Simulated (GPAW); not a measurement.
**Does CrGa15P16 (GaP32 Cr1) carry moments in GPAW?**

Wanted: the moments of CrGa15P16 (GaP32 Cr1) and the energy gained by spin polarisation.

Program: GPAW 26.7.0. Level of theory: PBE; plane waves with GPAW's PAW setups, scalar-relativistic. Results are calculated unless marked as measured.

### 1. Starting point

It takes space group P-42m (No. 111, tetragonal). The conventional cell has a = 10.902 Å, b = 10.902 Å, c = 5.451 Å, α = 90.00°, β = 90.00°, γ = 90.00°. Cr has 4 P at 2.36 Å nearest. Nearest to P lie 3 Ga at 2.36 Å and 1 Cr at 2.36 Å. Nearest to Ga lie 4 P at 2.36 Å. P has 4 Ga at 2.36 Å nearest. P has 4 Ga at 2.36 Å nearest. substitutional dopants on the host's lattice, its constants typed without a cited source, atoms not relaxed. Farther neighbours are not listed.

The cell is a made-up one and need not be a known phase.

### 2. Start 1: ferro +

Parallel moments need no larger cell; this start tests for a ferromagnetic state only.

order1.py reads:

```python
import json
import numpy as np
from ase import Atoms
from ase.parallel import paropen, parprint
from gpaw import GPAW

atoms = Atoms(['Cr', 'P', 'Ga', 'P', 'Ga', 'P', 'Ga', 'P', 'Ga', 'P', 'Ga', 'P', 'Ga', 'P', 'Ga', 'P', 'Ga', 'P', 'Ga', 'P', 'Ga', 'P', 'Ga', 'P', 'Ga', 'P', 'Ga', 'P', 'Ga', 'P', 'Ga', 'P'],
    cell=[[10.902, 0.0, 0.0],
         [0.0, 10.902, 0.0],
         [0.0, 0.0, 5.451]],
    scaled_positions=[[0.0, 0.0, 0.0],
         [0.125, 0.125, 0.25],
         [0.0, 0.25, 0.5],
         [0.125, 0.375, 0.75],
         [0.25, 0.0, 0.5],
         [0.375, 0.125, 0.75],
         [0.25, 0.25, 0.0],
         [0.375, 0.375, 0.25],
         [0.0, 0.5, 0.0],
         [0.125, 0.625, 0.25],
         [0.0, 0.75, 0.5],
         [0.125, 0.875, 0.75],
         [0.25, 0.5, 0.5],
         [0.375, 0.625, 0.75],
         [0.25, 0.75, 0.0],
         [0.375, 0.875, 0.25],
         [0.5, 0.0, 0.0],
         [0.625, 0.125, 0.25],
         [0.5, 0.25, 0.5],
         [0.625, 0.375, 0.75],
         [0.75, 0.0, 0.5],
         [0.875, 0.125, 0.75],
         [0.75, 0.25, 0.0],
         [0.875, 0.375, 0.25],
         [0.5, 0.5, 0.0],
         [0.625, 0.625, 0.25],
         [0.5, 0.75, 0.5],
         [0.625, 0.875, 0.75],
         [0.75, 0.5, 0.5],
         [0.875, 0.625, 0.75],
         [0.75, 0.75, 0.0],
         [0.875, 0.875, 0.25]],
    pbc=True,
    magmoms=[3.0, 0.0, 0.0, 0.0, 0.0, 0.0, 0.0, 0.0, 0.0, 0.0, 0.0, 0.0, 0.0, 0.0, 0.0, 0.0, 0.0, 0.0, 0.0, 0.0, 0.0, 0.0, 0.0, 0.0, 0.0, 0.0, 0.0, 0.0, 0.0, 0.0, 0.0, 0.0])
atoms.calc = GPAW(mode={'name': 'pw', 'ecut': 450},
    xc='PBE',
    kpts={'size': (3, 3, 5), 'gamma': True},
    occupations={'name': 'fermi-dirac', 'width': 0.05},
    convergence={'density': 1e-05, 'energy': 1e-05},
    maxiter=200,
    mixer={'name': 'pulay', 'beta': 0.05, 'nmaxold': 6, 'weight': 50},
    symmetry={'tolerance': 1e-4},
    txt='order1.txt')
e = atoms.get_potential_energy(force_consistent=True)
res = {'free_energy': e, 'energy_sigma0': atoms.get_potential_energy(), 'fermi_energy': atoms.calc.get_fermi_level()}
res['moments'] = atoms.get_magnetic_moments().tolist()
res['total'] = atoms.get_magnetic_moment()
parprint('site moments (muB):', np.round(res['moments'], 3))
parprint(f"total moment: {res['total']:.3f} muB")
parprint(f'free energy: {e:.6f} eV')
atoms.calc.write('order1.gpw')
with paropen('results.json', 'w') as f:
    json.dump(res, f)
```

Started as:

```
$ OMP_NUM_THREADS=1 mpirun -n 4 gpaw python order1.py > order1.log
```

Numbers of over 12 decimals in the logs are rounded to 6 here.

The log of the run:

```text
site moments (muB): [ 2.678e+00 -4.300e-02  1.500e-02 -2.000e-03  1.500e-02 -2.000e-03
  7.000e-03 -4.000e-03  2.000e-03 -2.000e-03  1.500e-02 -4.300e-02
 -0.000e+00 -4.000e-03  7.000e-03 -2.000e-03  2.000e-03 -2.000e-03
 -0.000e+00 -4.000e-03  1.500e-02 -4.300e-02  7.000e-03 -2.000e-03
  1.000e-03 -4.000e-03 -0.000e+00 -2.000e-03 -0.000e+00 -2.000e-03
  7.000e-03 -4.300e-02]
total moment: 3.000 muB
free energy: -149.572960 eV

--- order1.txt ---
Input parameters:
  mode=PW(ecut=450),
  convergence={'density': 1e-05, 'energy': 1e-05},
  kpts=MonkhorstPack(size=(3, 3, 5), gamma=True),
  maxiter=200,
  mixer=Pulay(name='pulay', nmaxold=6, beta=0.05, weight=50, sigma=0.015, g_ss=None),
  occupations=Occupations(name='fermi-dirac', width=0.05),
  symmetry=Symmetry(tolerance=0.0001),
  xc=XC(name='PBE')

Diagonalizing LCAO Hamiltonian
Converting LCAO to pw mode
        .--------------------------.
       /|                          |
      / |                          |
     /  |  P            P          |
    /   |      P             P     |
   /  Ga|           Ga             |
  /    P|        P   P         P   |
 *      .--Ga------------Ga--------.
 |     / P  P         P   P       /
 | Ga /      Ga Ga         Ga    /
 |   /        P            P    /
 |  /P  Ga        GP Ga        /
 | /      Ga           Ga     /
 |/                          /
 Cr-----------Ga------------*

Atoms  # Å, Bohr magnetons
|    | symbol |        x |        y |        z |    initial magnetic moments |
|----|--------|----------|----------|----------|-----------------------------|
|  0 |     Cr | 0.000000 | 0.000000 | 0.000000 | ( 0.0000,  0.0000,  3.0000) |
|  1 |      P | 1.362750 | 1.362750 | 1.362750 | ( 0.0000,  0.0000,  0.0000) |
|  2 |     Ga | 0.000000 | 2.725500 | 2.725500 | ( 0.0000,  0.0000,  0.0000) |
|  3 |      P | 1.362750 | 4.088250 | 4.088250 | ( 0.0000,  0.0000,  0.0000) |
|  4 |     Ga | 2.725500 | 0.000000 | 2.725500 | ( 0.0000,  0.0000,  0.0000) |
|  5 |      P | 4.088250 | 1.362750 | 4.088250 | ( 0.0000,  0.0000,  0.0000) |
|  6 |     Ga | 2.725500 | 2.725500 | 0.000000 | ( 0.0000,  0.0000,  0.0000) |
|  7 |      P | 4.088250 | 4.088250 | 1.362750 | ( 0.0000,  0.0000,  0.0000) |
|  8 |     Ga | 0.000000 | 5.451000 | 0.000000 | ( 0.0000,  0.0000,  0.0000) |
|  9 |      P | 1.362750 | 6.813750 | 1.362750 | ( 0.0000,  0.0000,  0.0000) |
| 10 |     Ga | 0.000000 | 8.176500 | 2.725500 | ( 0.0000,  0.0000,  0.0000) |
| 11 |      P | 1.362750 | 9.539250 | 4.088250 | ( 0.0000,  0.0000,  0.0000) |
| 12 |     Ga | 2.725500 | 5.451000 | 2.725500 | ( 0.0000,  0.0000,  0.0000) |
| 13 |      P | 4.088250 | 6.813750 | 4.088250 | ( 0.0000,  0.0000,  0.0000) |
| 14 |     Ga | 2.725500 | 8.176500 | 0.000000 | ( 0.0000,  0.0000,  0.0000) |
| 15 |      P | 4.088250 | 9.539250 | 1.362750 | ( 0.0000,  0.0000,  0.0000) |
| 16 |     Ga | 5.451000 | 0.000000 | 0.000000 | ( 0.0000,  0.0000,  0.0000) |
| 17 |      P | 6.813750 | 1.362750 | 1.362750 | ( 0.0000,  0.0000,  0.0000) |
| 18 |     Ga | 5.451000 | 2.725500 | 2.725500 | ( 0.0000,  0.0000,  0.0000) |
| 19 |      P | 6.813750 | 4.088250 | 4.088250 | ( 0.0000,  0.0000,  0.0000) |
| 20 |     Ga | 8.176500 | 0.000000 | 2.725500 | ( 0.0000,  0.0000,  0.0000) |
| 21 |      P | 9.539250 | 1.362750 | 4.088250 | ( 0.0000,  0.0000,  0.0000) |
| 22 |     Ga | 8.176500 | 2.725500 | 0.000000 | ( 0.0000,  0.0000,  0.0000) |
| 23 |      P | 9.539250 | 4.088250 | 1.362750 | ( 0.0000,  0.0000,  0.0000) |
| 24 |     Ga | 5.451000 | 5.451000 | 0.000000 | ( 0.0000,  0.0000,  0.0000) |
| 25 |      P | 6.813750 | 6.813750 | 1.362750 | ( 0.0000,  0.0000,  0.0000) |
| 26 |     Ga | 5.451000 | 8.176500 | 2.725500 | ( 0.0000,  0.0000,  0.0000) |
| 27 |      P | 6.813750 | 9.539250 | 4.088250 | ( 0.0000,  0.0000,  0.0000) |
| 28 |     Ga | 8.176500 | 5.451000 | 2.725500 | ( 0.0000,  0.0000,  0.0000) |
| 29 |      P | 9.539250 | 6.813750 | 4.088250 | ( 0.0000,  0.0000,  0.0000) |
| 30 |     Ga | 8.176500 | 8.176500 | 0.000000 | ( 0.0000,  0.0000,  0.0000) |
| 31 |      P | 9.539250 | 9.539250 | 1.362750 | ( 0.0000,  0.0000,  0.0000) |

Unit cell  # Å
| periodic |         x |         y |        z |   lengths |    angles |
|----------|-----------|-----------|----------|-----------|-----------|
|      yes | 10.902000 |  0.000000 | 0.000000 | 10.902000 | 90.000000 |
|      yes |  0.000000 | 10.902000 | 0.000000 | 10.902000 | 90.000000 |
|      yes |  0.000000 |  0.000000 | 5.451000 |  5.451000 | 90.000000 |

Number of symmetries: 8

BZ-sampling:
  Number of BZ points: 45
  Number of IBZ points: 9

  Monkhorst-Pack size: [3, 3, 5]
  Monkhorst-Pack shift: [0, 0, 0]

K-points  # in reciprocal-cell coordinates
|   |                                coordinates |     weight |
|---|--------------------------------------------|------------|
| 0 | (  0.00000000,   0.00000000,   0.00000000) | 0.02222222 |
| 1 | (  0.00000000,   0.00000000,   0.20000000) | 0.04444444 |
| 2 | (  0.00000000,   0.00000000,   0.40000000) | 0.04444444 |
| 3 | (  0.33333333,   0.00000000,   0.00000000) | 0.08888889 |
| 4 | (  0.33333333,   0.00000000,   0.20000000) | 0.17777778 |
| 5 | (  0.33333333,   0.00000000,   0.40000000) | 0.17777778 |
| 6 | (  0.33333333,   0.33333333,   0.00000000) | 0.08888889 |
| 7 | (  0.33333333,   0.33333333,   0.20000000) | 0.17777778 |
| 8 | (  0.33333333,   0.33333333,   0.40000000) | 0.17777778 |

Plane wave coefficients: 14089
Cutoff: 450.000000 eV

Spin-components: 2 (collinear spins)
Bands:           85
Projectors:      161
Spin-degeneracy: 1
Datatype:        complex128

Parallelization:
  kpt:    4
  domain: 1
  band:   1

Density:
  Valence electrons: 131.0
  Components: 2
  Grid points: [54 54 27]
  Charge: 0.0  # |e|

Potential:
  Grid points: [54 54 27]

species:
  Cr:
    name:    Chromium
    Z:       24.0
    valence: 6
    core:    18
    charge:  0.0  # [|e|]
    compensation charges:
      type: gauss
      rc: 0.35  # [Å]
      lmax: 2
    cutoffs:
      filter: 2.14  # [Å]
      core: 3.04  # [Å]
    projectors
    | kind |    occ | energy [eV] | rcut [Å] |
    |------|--------|-------------|----------|
    |   4s |  1.000 |      -4.007 |    1.164 |
    |   4p |  0.000 |      -0.989 |    1.217 |
    |   3d |  5.000 |      -2.913 |    1.111 |
    |    s |        |      23.205 |    1.164 |
    |    p |        |      26.223 |    1.217 |
    |    d |        |      24.299 |    1.111 |

    Using partial waves for Cr as LCAO basis

  P:
    name:    Phosphorus
    Z:       15.0
    valence: 5
    core:    10
    charge:  0.0  # [|e|]
    compensation charges:
      type: gauss
      rc: 0.30  # [Å]
      lmax: 2
    cutoffs:
      filter: 1.69  # [Å]
      core: 1.81  # [Å]
    projectors
    | kind |    occ | energy [eV] | rcut [Å] |
    |------|--------|-------------|----------|
    |   3s |  2.000 |     -13.968 |    0.953 |
    |   3p |  3.000 |      -5.506 |    0.953 |
    |    s |        |      13.244 |    0.953 |
    |    p |        |      21.705 |    0.953 |
    |    d |        |       0.000 |    0.953 |

    Using partial waves for P as LCAO basis

  Ga:
    name:    Gallium
    Z:       31.0
    valence: 3
    core:    28
    charge:  0.0  # [|e|]
    compensation charges:
      type: gauss
      rc: 0.37  # [Å]
      lmax: 2
    cutoffs:
      filter: 2.06  # [Å]
      core: 4.17  # [Å]
    projectors
    | kind |    occ | energy [eV] | rcut [Å] |
    |------|--------|-------------|----------|
    |   4s |  2.000 |      -8.945 |    1.164 |
    |   4p |  1.000 |      -2.580 |    1.164 |
    |    s |        |      18.266 |    1.164 |
    |    p |        |      24.631 |    1.164 |
    |    d |        |       0.000 |    1.164 |

    Using partial waves for Ga as LCAO basis

Reference energy: -970699.068923  # eV

eigensolver:
  PPCG
  Converge bands: occupied
  niter=2

density mixing:
  Pulay-Mixer
  Linear mixing parameters: 0.05
  Old densities: 6
  Fourier metric: weight=50, sigma=0.015

occupation numbers:
  Fermi-Dirac:
    width: 0.0500  # eV

poisson solver:
  ecut: 3600.000000  # eV

xc functional:
  name: PBE with 2 nearest neighbor stencil

convergence criteria:
- Maximum integral of absolute [dens]ity change: 1e-05 electrons / valence electron
- Maximum [total energy] change in last 3 cyles: 1e-05 eV / valence electron
- Maximum integral of absolute [eigenst]ate change: 4e-08 eV^2 / valence electron
maximum number of iterations: 200

SCF iterations
|iter     |      energy | eigst |  dens |  magmom |
|---------|-------------|-------|-------|---------|
|iter:   1|       0s | -153.748565 | -0.05 |       |  +2.9881|
|iter:   2|      30s | -151.683195 | -1.22 | -0.79 |  +2.9341|
|iter:   3|      59s | -151.148525 | -2.25 | -0.85 |  +2.9377|
|iter:   4|      88s | -149.570654 | -1.29 | -0.89 |  +2.9699|
|iter:   5|     118s | -149.599685 | -1.97 | -1.27 |  +2.9761|
|iter:   6|     148s | -149.631916 | -3.05 | -1.35 |  +2.9774|
|iter:   7|     177s | -149.564317 | -2.05 | -1.36 |  +2.9911|
|iter:   8|     206s | -149.562702 | -2.46 | -1.75 |  +2.9960|
|iter:   9|     236s | -149.545260 | -3.32 | -1.96 |  +2.9986|
|iter:  10|     265s | -149.544491 | -4.15 | -2.31 |  +2.9991|
[... 14 iterations left out ...]
|iter:  25|     668s | -149.547425c| -8.18c| -4.18 |  +3.0000|
|iter:  26|     683s | -149.547429c| -7.87c| -4.24 |  +3.0000|
|iter:  27|     713s | -149.547435c| -7.30 | -4.32 |  +3.0000|
|iter:  28|     727s | -149.547436c| -8.34c| -4.58 |  +3.0000|
|iter:  29|     742s | -149.547436c| -8.17c| -4.63 |  +3.0000|
|iter:  30|     757s | -149.547436c| -8.61c| -4.71 |  +3.0000|
|iter:  31|     772s | -149.547436c| -8.55c| -4.77 |  +3.0000|
|iter:  32|     787s | -149.547436c| -8.56c| -4.79 |  +3.0000|
|iter:  33|     802s | -149.547436c| -8.43c| -4.86 |  +3.0000|
|iter:  34|     817s | -149.547436c| -8.56c| -5.04c|  +3.0000|

Converged in 34 steps
Energy contributions relative to reference atoms: (reference = -970699.068923)

Energy contributions:
  Kinetic:         365.941574
  Coulomb:        -325.549154
  Zero:              0.325016
  External:          0.000000
  Xc:             -190.239349
  Entropy:          -0.051047
  Spinorbit:         0.000000
  ----------------------------
  Free energy:    -149.572960
  Extrapolated:   -149.547436

dipole moment: (-109.800861, -109.800861, -110.455329)  # |e|*Ang

Total magnetic moment: (0.000000, 0.000000, 3.000000)

Local magnetic moments
|        x |        y |         z |
|----------|----------|-----------|
| 0.000000 | 0.000000 |  2.678483 |  # Cr   0
| 0.000000 | 0.000000 | -0.042749 |  # P    1
| 0.000000 | 0.000000 |  0.014533 |  # Ga   2
| 0.000000 | 0.000000 | -0.001868 |  # P    3
| 0.000000 | 0.000000 |  0.014533 |  # Ga   4
| 0.000000 | 0.000000 | -0.001868 |  # P    5
| 0.000000 | 0.000000 |  0.007344 |  # Ga   6
| 0.000000 | 0.000000 | -0.003501 |  # P    7
| 0.000000 | 0.000000 |  0.001770 |  # Ga   8
| 0.000000 | 0.000000 | -0.001868 |  # P    9
| 0.000000 | 0.000000 |  0.014533 |  # Ga  10
| 0.000000 | 0.000000 | -0.042749 |  # P   11
| 0.000000 | 0.000000 | -0.000003 |  # Ga  12
| 0.000000 | 0.000000 | -0.003501 |  # P   13
| 0.000000 | 0.000000 |  0.007344 |  # Ga  14
| 0.000000 | 0.000000 | -0.001868 |  # P   15
[...]
| 0.000000 | 0.000000 |  0.007344 |  # Ga  22
| 0.000000 | 0.000000 | -0.001868 |  # P   23
| 0.000000 | 0.000000 |  0.000977 |  # Ga  24
| 0.000000 | 0.000000 | -0.003501 |  # P   25
| 0.000000 | 0.000000 | -0.000003 |  # Ga  26
| 0.000000 | 0.000000 | -0.001868 |  # P   27
| 0.000000 | 0.000000 | -0.000003 |  # Ga  28
| 0.000000 | 0.000000 | -0.001868 |  # P   29
| 0.000000 | 0.000000 |  0.007344 |  # Ga  30
| 0.000000 | 0.000000 | -0.042749 |  # P   31

Fermi level: 5.483
Eigenvalues  # (at kpt = [0.000, 0.000, 0.000])
| band index |      eig [eV] | occ [0-1] |      eig [eV] | occ [0-1] |
|------------|---------------|-----------|---------------|-----------|
|          0 |        -7.473 |     1.000 |        -7.475 |     1.000 |
|        ... |               |           |               |           |
|         57 |         3.446 |     1.000 |         3.667 |     1.000 |
|         58 |         3.574 |     1.000 |         3.741 |     1.000 |
|         59 |         3.574 |     1.000 |         3.741 |     1.000 |
|         60 |         3.748 |     1.000 |         3.743 |     1.000 |
|         61 |         4.016 |     1.000 |         4.693 |     1.000 |
|         62 |         4.267 |     1.000 |         4.721 |     1.000 |
|         63 |         4.372 |     1.000 |         4.721 |     1.000 |
|         64 |         4.490 |     1.000 |         6.101 |     0.000 |
|         65 |         4.490 |     1.000 |         6.136 |     0.000 |
|         66 |         5.719 |     0.009 |         6.446 |     0.000 |
|         67 |         5.832 |     0.001 |         6.505 |     0.000 |
|         68 |         5.832 |     0.001 |         6.505 |     0.000 |
|         69 |         6.788 |     0.000 |         6.813 |     0.000 |
|         70 |         6.788 |     0.000 |         6.993 |     0.000 |
|         71 |         6.806 |     0.000 |         7.050 |     0.000 |
|         72 |         6.816 |     0.000 |         7.115 |     0.000 |
|        ... |               |           |               |           |
|         84 |         8.868 |     0.000 |         9.044 |     0.000 |

No gap
No difference between direct/indirect transitions
```

It took 14 min on 4 MPI ranks of Arm Neoverse N1, shared host; peak memory 2 GiB.

Spin moment in the augmentation sphere by element, in μB:

```
element  atoms   mean  spread (r.m.s.)  least  largest
     Cr      1   2.68             0.00   2.68     2.68
      P     16  -0.01             0.02  -0.04     0.00
     Ga     15   0.01             0.01   0.00     0.01
```

The atoms farthest from the mean of their element:

```
atom       x, y, z (Å)  spin moment in the augmentation sphere (μB)
 P32  9.54, 9.54, 1.36                                        -0.04
  P2  1.36, 1.36, 1.36                                        -0.04
 P22  9.54, 1.36, 4.09                                        -0.04
 P12  1.36, 9.54, 4.09                                        -0.04
 P30  9.54, 6.81, 4.09                                         0.00
 P28  6.81, 9.54, 4.09                                         0.00
 P24  9.54, 4.09, 1.36                                         0.00
 P18  6.81, 1.36, 1.36                                         0.00
```

Read from the output:

```
magnetization : 3 μB
final state   : ferromagnetic
```

After 34 cycles the largest moment stands at 2.68 μB.

(Part 1 of 2 ends here.)

[Logs and program files are shortened in this print: banners, set-up blocks, solver, clock and traceback lines can be left out without a mark of their own.]

[Logs are printed without paths, hosts, clocks, repeated set-up lines and the standing remarks that a program may print on its own settings, such as how far it seeks lower states.]

[Hosts, paths, dates, database ids (printed as entryN), source tags and the programs' standing remarks are cut or masked in the printed files.]

[Where a cell is said to come from a database of computed structures, the database is the Materials Project.]
